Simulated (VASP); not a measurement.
# KMgF3 (Pm-3m) in VASP: a series of runs, part 2 of 2

VASP 6.6.1. The steps go on from the part before.

## Step 3: Born charges and dielectric tensor, RPBE+D3

The input, INCAR:

```
SYSTEM = KMgF3
PREC = Accurate
ENCUT = 500
EDIFF = 1E-8
ISMEAR = -1
SIGMA = 0.02
LREAL = .FALSE.
LASPH = .TRUE.
NELM = 80
ALGO = Normal
ISIF = 2
LWAVE = .FALSE.
LCHARG = .FALSE.
GGA = RP
IVDW = 11
LEPSILON = .TRUE.
```

The input, KMgF3.cif:

```cif
data_KMgF3
_cell_length_a 3.98590000
_cell_length_b 3.98590000
_cell_length_c 3.98590000
_cell_angle_alpha 90.00000000
_cell_angle_beta 90.00000000
_cell_angle_gamma 90.00000000
_space_group_name_H-M_alt 'Pm-3m'
_space_group_name_Hall '-P 4 2 3'
_space_group_IT_number 221
loop_
_space_group_symop_operation_xyz
'x,y,z'
'-x,-y,-z'
'-y,x,z'
'y,-x,-z'
'-x,-y,z'
'x,y,-z'
'y,-x,z'
'-y,x,-z'
'x,-y,-z'
'-x,y,z'
'-y,-x,-z'
'y,x,z'
'-x,y,-z'
'x,-y,z'
'y,x,-z'
'-y,-x,z'
'z,x,y'
'-z,-x,-y'
'z,-y,x'
'-z,y,-x'
'z,-x,-y'
'-z,x,y'
'z,y,-x'
'-z,-y,x'
'-z,x,-y'
'z,-x,y'
'-z,-y,-x'
'z,y,x'
'-z,-x,y'
'z,x,-y'
'-z,y,x'
'z,-y,-x'
'y,z,x'
'-y,-z,-x'
'x,z,-y'
'-x,-z,y'
'-y,z,-x'
'y,-z,x'
'-x,z,y'
'x,-z,-y'
'-y,-z,x'
'y,z,-x'
'-x,-z,-y'
'x,z,y'
'y,-z,-x'
'-y,z,x'
'x,-z,y'
'-x,z,-y'
loop_
_atom_site_label
_atom_site_type_symbol
_atom_site_symmetry_multiplicity
_atom_site_Wyckoff_symbol
_atom_site_fract_x
_atom_site_fract_y
_atom_site_fract_z
_atom_site_occupancy
K1 K 1 b 0.5000000000 0.5000000000 0.5000000000 1
Mg1 Mg 1 a 0.0000000000 0.0000000000 0.0000000000 1
F1 F 3 d 0.0000000000 0.0000000000 0.5000000000 1
```

The input, KPOINTS:

```
regular mesh
0
G
  7 7 7
  0 0 0
```

The input, POSCAR:

```
K  Mg F 
 1.0000000000000000
     3.9859000000000000    0.0000000000000000    0.0000000000000000
     0.0000000000000000    3.9859000000000000    0.0000000000000000
     0.0000000000000000    0.0000000000000000    3.9859000000000000
 K   Mg  F  
   1   1   3
Cartesian
  1.9929499999999998  1.9929499999999998  1.9929499999999998
  0.0000000000000000  0.0000000000000000  0.0000000000000000
  0.0000000000000000  0.0000000000000000  1.9929499999999998
  1.9929499999999998  0.0000000000000000  0.0000000000000000
  0.0000000000000000  1.9929499999999998  0.0000000000000000
```

Potentials or basis: VASP PAW PBE potentials, release 64 (K_pv, Mg, F).

Launch:

```bash
> ase convert -i cif -o vasp KMgF3.cif POSCAR
> cat potpaw_PBE.64/K_pv/POTCAR potpaw_PBE.64/Mg/POTCAR potpaw_PBE.64/F/POTCAR > POTCAR
> mpirun -np 1 vasp_std > vasp.out
```

OUTCAR:

```text
SYSTEM = KMgF3
   PREC = Accurate
   ENCUT = 500
   EDIFF = 1E-8
   ISMEAR = -1
   LREAL = .FALSE.
   LASPH = .TRUE.
   NELM = 80
   ISIF = 2
   GGA = RP
   IVDW = 11
   LEPSILON = .TRUE.
 IVDW          = 11

 ion  position               nearest neighbor table
   1  0.500  0.500  0.500-   3 2.82   4 2.82   5 2.82   4 2.82   5 2.82   3 2.82   4 2.82   4 2.82
                             3 2.82   5 2.82   5 2.82   3 2.82   2 3.45   2 3.45   2 3.45   2 3.45
   2  0.000  0.000  0.000-   3 1.99   4 1.99   5 1.99   3 1.99   5 1.99   4 1.99   1 3.45   1 3.45
                             1 3.45   1 3.45   1 3.45   1 3.45   1 3.45   1 3.45
   3  0.000  0.000  0.500-   2 1.99   2 1.99   1 2.82   1 2.82   1 2.82   1 2.82
   4  0.500  0.000  0.000-   2 1.99   2 1.99   1 2.82   1 2.82   1 2.82   1 2.82
   5  0.000  0.500  0.000-   2 1.99   2 1.99   1 2.82   1 2.82   1 2.82   1 2.82

  LATTYP: Found a simple cubic cell.
 ALAT       =     3.9859000000

  Lattice vectors:

 A1 = (   3.9859000000,   0.0000000000,   0.0000000000)
 A2 = (   0.0000000000,   3.9859000000,   0.0000000000)
 A3 = (   0.0000000000,   0.0000000000,   3.9859000000)

Analysis of symmetry for initial positions (statically):
=====================================================================
 Subroutine PRICEL returns:
 Original cell was already a primitive cell.

 Routine SETGRP: Setting up the symmetry group for a
 simple cubic supercell.

 Subroutine GETGRP returns: Found 48 space group operations
 (whereof 48 operations were pure point group operations)
 out of a pool of 48 trial point group operations.

The static configuration has the point symmetry O_h .

Analysis of symmetry for dynamics (positions and initial velocities):
=====================================================================
 Subroutine PRICEL returns:
 Original cell was already a primitive cell.

 Routine SETGRP: Setting up the symmetry group for a
 simple cubic supercell.

 Subroutine GETGRP returns: Found 48 space group operations
 (whereof 48 operations were pure point group operations)
 out of a pool of 48 trial point group operations.

The dynamic configuration has the point symmetry O_h .

 Subroutine INISYM returns: Found 48 space group operations
 (whereof 48 operations are pure point group operations),
 and found     1 'primitive' translations

----------------------------------------------------------------------------------------

                                     Primitive cell

  volume of cell :      63.3256

  direct lattice vectors                    reciprocal lattice vectors
     3.985900000  0.000000000  0.000000000     0.250884367  0.000000000  0.000000000
     0.000000000  3.985900000  0.000000000     0.000000000  0.250884367  0.000000000
     0.000000000  0.000000000  3.985900000     0.000000000  0.000000000  0.250884367

  length of vectors
     3.985900000  3.985900000  3.985900000     0.250884367  0.250884367  0.250884367

[... 573 lines left out ...]
  -------------------------------------------------------------------------------------
  Total       2.62092     2.62092     2.62092    -0.00000    -0.00000     0.00000
  in kB      66.31102    66.31102    66.31102    -0.00000    -0.00000     0.00000
  external pressure =       66.31 kB  Pullay stress =        0.00 kB

 VOLUME and BASIS-vectors are now :
 -----------------------------------------------------------------------------
  energy-cutoff  :      500.00
  volume of cell :       63.33
      direct lattice vectors                 reciprocal lattice vectors
     3.985900000  0.000000000  0.000000000     0.250884367  0.000000000  0.000000000
     0.000000000  3.985900000  0.000000000     0.000000000  0.250884367  0.000000000
     0.000000000  0.000000000  3.985900000     0.000000000  0.000000000  0.250884367

 POSITION                                       TOTAL-FORCE (eV/Angst)
 -----------------------------------------------------------------------------------
      1.99295      1.99295      1.99295         0.000000      0.000000      0.000000
      0.00000      0.00000      0.00000         0.000000      0.000000      0.000000
      0.00000      0.00000      1.99295         0.000000      0.000000      0.000000
      1.99295      0.00000      0.00000         0.000000      0.000000      0.000000
      0.00000      1.99295      0.00000         0.000000      0.000000      0.000000
 -----------------------------------------------------------------------------------
    total drift:                                0.000000     -0.000000      0.000000

  FREE ENERGIE OF THE ION-ELECTRON SYSTEM (eV)
  ---------------------------------------------------
  free  energy   TOTEN  =       -24.4770128254 eV

  energy  without entropy=      -24.4770128254  energy(sigma->0) =      -24.47701283

 HEAD OF MICROSCOPIC STATIC DIELECTRIC TENSOR (INDEPENDENT PARTICLE, excluding Hartree and local field effects)
 ------------------------------------------------------
           2.116988    -0.000000    -0.000000
          -0.000000     2.116988    -0.000000
           0.000000     0.000000     2.116988
 ------------------------------------------------------

 Free energy of the ion-electron system (eV)
  ---------------------------------------------------
  ---------------------------------------------------
  free energy    TOTEN  =        -0.20530925 eV

  energy without entropy =       -0.20530925

------------------------ aborting loop because EDIFF is reached ----------------------------------------

 Edisp (eV)   -1.48133

 E8    (eV) :    -0.3704
[... 7 lines left out ...]
 E8    (eV) :    -0.3704

--------------------------------------- Ionic step        3  -------------------------------------------

 Free energy of the ion-electron system (eV)
  ---------------------------------------------------
  ---------------------------------------------------
  free energy    TOTEN  =        -0.20530928 eV

  energy without entropy =       -0.20530928

------------------------ aborting loop because EDIFF is reached ----------------------------------------

 Edisp (eV)   -1.48133

 E8    (eV) :    -0.3704

 PIEZOELECTRIC TENSOR FIELD DIRECTION 3  (e Angst)
 -----------------------------------------------------------------------------
     0.00049  0.00000  0.00000           (  0.00000  0.00000  0.00000)
     0.00000  0.00049 -0.00000           (  0.00000  0.00000 -0.00000)
     0.00000 -0.00000 -0.00136           (  0.00000 -0.00000 -0.00002)

 PIEZOELECTRIC TENSOR FIELD DIRECTION 3  (C/m^2)
 -----------------------------------------------------------------------------
     0.00012  0.00000  0.00000
     0.00000  0.00012 -0.00000
     0.00000 -0.00000 -0.00034

 MACROSCOPIC STATIC DIELECTRIC TENSOR (including local field effects in DFT)
 ------------------------------------------------------
           2.049131     0.000000    -0.000000
           0.000000     2.049131     0.000000
           0.000000     0.000000     2.049131
 ------------------------------------------------------

 PIEZOELECTRIC TENSOR (including local field effects)  for field in x, y, z        (e  Angst)
          XX          YY          ZZ          XY          YZ          ZX
  --------------------------------------------------------------------------------
  x     0.00000     0.00000     0.00000     0.00000     0.00000     0.00000
  y     0.00000     0.00000     0.00000     0.00000     0.00000     0.00000
  z     0.00000     0.00000     0.00000     0.00000     0.00000     0.00000

 PIEZOELECTRIC TENSOR (including local field effects)  for field in x, y, z        (C/m^2)
          XX          YY          ZZ          XY          YZ          ZX
  --------------------------------------------------------------------------------
  x     0.00000     0.00000     0.00000     0.00000     0.00000     0.00000
  y     0.00000     0.00000     0.00000     0.00000     0.00000     0.00000
  z     0.00000     0.00000     0.00000     0.00000     0.00000     0.00000

 BORN EFFECTIVE CHARGES (including local field effects) (in |e|, cummulative output)
 ---------------------------------------------------------------------------------
 ion    1
    1     1.18785    -0.00000     0.00000
    2    -0.00000     1.18785     0.00000
    3    -0.00000    -0.00000     1.18785
 ion    2
    1     1.99975     0.00000    -0.00000
    2    -0.00000     1.99975    -0.00000
    3     0.00000    -0.00000     1.99975
 ion    3
    1    -0.96877     0.00000     0.00000
    2     0.00000    -0.96877     0.00000
    3     0.00000    -0.00000    -1.25006
 ion    4
    1    -1.25006     0.00000     0.00000
    2    -0.00000    -0.96877     0.00000
    3     0.00000     0.00000    -0.96877
 ion    5
    1    -0.96877     0.00000     0.00000
    2    -0.00000    -1.25006     0.00000
    3     0.00000     0.00000    -0.96877
```

It took 1.9 min on 1 thread of Intel Xeon 6975P-C (Granite Rapids), shared host; peak memory 0.29 GiB.

What came out:

* Band gap on the k mesh: 7.63 eV, indirect (least direct gap 7.92 eV)
* Electronic dielectric tensor (diagonal): 2.05
* Born charges (mean of the diagonal): K +1.19; Mg +2.00; F -1.06 e
* Dispersion energy per atom: -0.296 eV

Levels at points of the mesh, in eV from the valence-band top:
| k point | band 12 | band 13 | band 14 | band 15 | band 16 | band 17 | band 18 | band 19 |
| --- | --- | --- | --- | --- | --- | --- | --- | --- |
| (0.00, 0.00, 0.00) | -0.58 | -0.29 | -0.29 | -0.29 | 7.63 | 10.35 | 10.35 | 12.52 |

Electronic dielectric tensor:
```
2.05 0.00 0.00
0.00 2.05 0.00
0.00 0.00 2.05
```

Born effective charge tensors (e):
atom 1, K
```
1.19 0.00 0.00
0.00 1.19 0.00
0.00 0.00 1.19
```
atom 2, Mg
```
2.00 0.00 0.00
0.00 2.00 0.00
0.00 0.00 2.00
```
atom 3, F
```
-0.97  0.00  0.00
 0.00 -0.97  0.00
 0.00  0.00 -1.25
```
atom 4, F
```
-1.25  0.00  0.00
 0.00 -0.97  0.00
 0.00  0.00 -0.97
```
atom 5, F
```
-0.97  0.00  0.00
 0.00 -1.25  0.00
 0.00  0.00 -0.97
```

Caveat: the PAW data sets were made with another functional, which shifts forces and pressure a little; an odd mesh through Γ misses points on the zone boundary, where band edges often lie.

## Step 4: Dielectric tensor, revPBE (volume scaled by 1.04)

The input, INCAR:

```
  PREC = Accurate
  ENCUT = 520
  EDIFF = 1E-8
  ISMEAR = -1
  SIGMA = 0.05
  LREAL = False
  LASPH = True
  NELM = 80
  ALGO = Normal
  ISIF = 2
  LWAVE = False
  LCHARG = False
  GGA = RE
  LEPSILON = True
```

The input, KPOINTS:

```
Automatic mesh
0
Gamma
  2 2 2
```

The input, POSCAR:

```
KMgF3
1.0
    4.0383520677      0.0000000000      0.0000000000
    0.0000000000      4.0383520677      0.0000000000
    0.0000000000      0.0000000000      4.0383520677
K Mg F
1 1 3
Direct
    0.5000000000      0.5000000000      0.5000000000
    0.0000000000      0.0000000000      0.0000000000
    0.0000000000      0.0000000000      0.5000000000
    0.0000000000      0.5000000000      0.0000000000
    0.5000000000      0.0000000000      0.0000000000
```

Potentials or basis: VASP PAW PBE potentials, release 54 (K_sv, Mg, F).

Launch:

```bash
> cat potpaw_PBE.54/K_sv/POTCAR potpaw_PBE.54/Mg/POTCAR potpaw_PBE.54/F/POTCAR > POTCAR
> mpirun -np 1 vasp_std > vasp.out
```

OUTCAR:

```text
PREC = Accurate
   ENCUT = 520
   EDIFF = 1E-8
   ISMEAR = -1
   LREAL = False
   LASPH = True
   NELM = 80
   ISIF = 2
   GGA = RE
   LEPSILON = True

 ion  position               nearest neighbor table
   1  0.500  0.500  0.500-   3 2.86   4 2.86   5 2.86   4 2.86   5 2.86   3 2.86   5 2.86   5 2.86
                             3 2.86   4 2.86   4 2.86   3 2.86   2 3.50   2 3.50   2 3.50   2 3.50
   2  0.000  0.000  0.000-   3 2.02   4 2.02   5 2.02   3 2.02   4 2.02   5 2.02   1 3.50   1 3.50
                             1 3.50   1 3.50   1 3.50   1 3.50   1 3.50   1 3.50
   3  0.000  0.000  0.500-   2 2.02   2 2.02   1 2.86   1 2.86   1 2.86   1 2.86
   4  0.000  0.500  0.000-   2 2.02   2 2.02   1 2.86   1 2.86   1 2.86   1 2.86
   5  0.500  0.000  0.000-   2 2.02   2 2.02   1 2.86   1 2.86   1 2.86   1 2.86

  LATTYP: Found a simple cubic cell.
 ALAT       =     4.0383520677

[... 341 lines left out ...]

 PIEZOELECTRIC TENSOR (including local field effects)  for field in x, y, z        (e  Angst)
          XX          YY          ZZ          XY          YZ          ZX
  --------------------------------------------------------------------------------
  x     0.00000     0.00000     0.00000     0.00000     0.00000     0.00000
  y     0.00000     0.00000     0.00000     0.00000     0.00000     0.00000
  z     0.00000     0.00000     0.00000     0.00000     0.00000     0.00000

 PIEZOELECTRIC TENSOR (including local field effects)  for field in x, y, z        (C/m^2)
          XX          YY          ZZ          XY          YZ          ZX
  --------------------------------------------------------------------------------
  x     0.00000     0.00000     0.00000     0.00000     0.00000     0.00000
  y     0.00000     0.00000     0.00000     0.00000     0.00000     0.00000
  z     0.00000     0.00000     0.00000     0.00000     0.00000     0.00000

 BORN EFFECTIVE CHARGES (including local field effects) (in |e|, cummulative output)
 ---------------------------------------------------------------------------------
 ion    1
    1     1.18969    -0.00000     0.00000
    2     0.00000     1.18969     0.00000
    3    -0.00000     0.00000     1.18969
 ion    2
    1     2.02360     0.00000    -0.00000
    2     0.00000     2.02360     0.00000
    3     0.00000     0.00000     2.02360
 ion    3
    1    -0.96785    -0.00000     0.00000
    2    -0.00000    -0.96785     0.00000
    3     0.00000     0.00000    -1.27758
 ion    4
    1    -0.96785     0.00000    -0.00000
    2     0.00000    -1.27758     0.00000
    3     0.00000     0.00000    -0.96785
 ion    5
    1    -1.27758     0.00000     0.00000
    2    -0.00000    -0.96785    -0.00000
    3     0.00000    -0.00000    -0.96785
```

OSZICAR:

```text
[... 13 lines left out ...]
RMM:   9    -0.216964747216E+00   -0.30190E-04    0.31069E-07   414   0.346E-03    0.360E-04
RMM:  10    -0.216955197851E+00    0.95494E-05   -0.46290E-07   404   0.125E-03    0.555E-04
RMM:  11    -0.216958344592E+00   -0.31467E-05   -0.20981E-07   396   0.702E-04    0.245E-05
RMM:  12    -0.216957230332E+00    0.11143E-05   -0.29353E-08   331   0.311E-04    0.146E-04
RMM:  13    -0.216957504842E+00   -0.27451E-06   -0.37569E-08   253   0.171E-04    0.107E-04
RMM:  14    -0.216957798728E+00   -0.29389E-06   -0.11316E-08   259   0.144E-04    0.476E-05
RMM:  15    -0.216957897010E+00   -0.98282E-07   -0.75557E-09   229   0.122E-04    0.304E-05
RMM:  16    -0.216958010157E+00   -0.11315E-06   -0.49248E-09   218   0.118E-04    0.110E-05
RMM:  17    -0.216958071334E+00   -0.61177E-07   -0.56606E-09   181   0.114E-04    0.100E-06
```

Run time: 60 s. Hardware: 1 thread of Intel Xeon 6975P-C (Granite Rapids), shared host; peak memory 0.18 GiB.

The run converged, but some of its settings lie outside the range that counts as converged (typed here: k = 2 × 2 × 2), so its numbers aren't taken as properties of the crystal.

What came out:

```
Band gap on the k mesh                  : 7.25 eV, indirect (least direct gap 7.57 eV)
Electronic dielectric tensor (diagonal) : 2.07
Born charges (mean of the diagonal)     : K +1.19; Mg +2.02; F -1.07 e
```

Caveat: the k mesh is coarse (spacing up to 0.78 Å⁻¹), so the values aren't converged; the PAW data sets were made with another functional, which shifts forces and pressure a little.

## Step 5: The reference run

An earlier run on the cell as given: functional PBE; potentials or basis VASP PAW PBE potentials, release 64 (K_sv, Mg, F); cutoff 520 eV; k mesh 7 × 7 × 7; occupations fermi-dirac, width 0.05 eV; no spin polarisation.

* Pressure: 3.4 GPa
* Band gap on the k mesh: 7.34 eV, indirect (least direct gap 7.63 eV)

## Step 6: Overview

```tsv
task	level	potentials or basis	cutoff (eV)	smearing	gap on the mesh (eV)	pressure (GPa)
core levels	rev-vdW-DF2	VASP PAW PBE potentials, release 64 (K_sv_GW, Mg_sv_GW, F_GW)	600	tetrahedron	7.36	0.9
Born charges and dielectric tensor	RPBE+D3	VASP PAW PBE potentials, release 64 (K_pv, Mg, F)	500	fermi-dirac 0.02 eV	7.63	-
single point	PBE	VASP PAW PBE potentials, release 64 (K_sv, Mg, F)	520	fermi-dirac 0.05 eV	7.34	3.4
```

Alike in all rows: no spin polarisation; cell as given; k mesh 7 × 7 × 7.

Caveats: an odd mesh through Γ misses points on the zone boundary, where band edges often lie; the PAW data sets were made with another functional, which shifts forces and pressure a little (some runs); the cutoff is under 1.25 times the usual one of these potentials, so pressure, stress and relaxed cells hold a basis-set (Pulay) error (some runs).

Absolute energies hang on the potentials; compare differences alone.
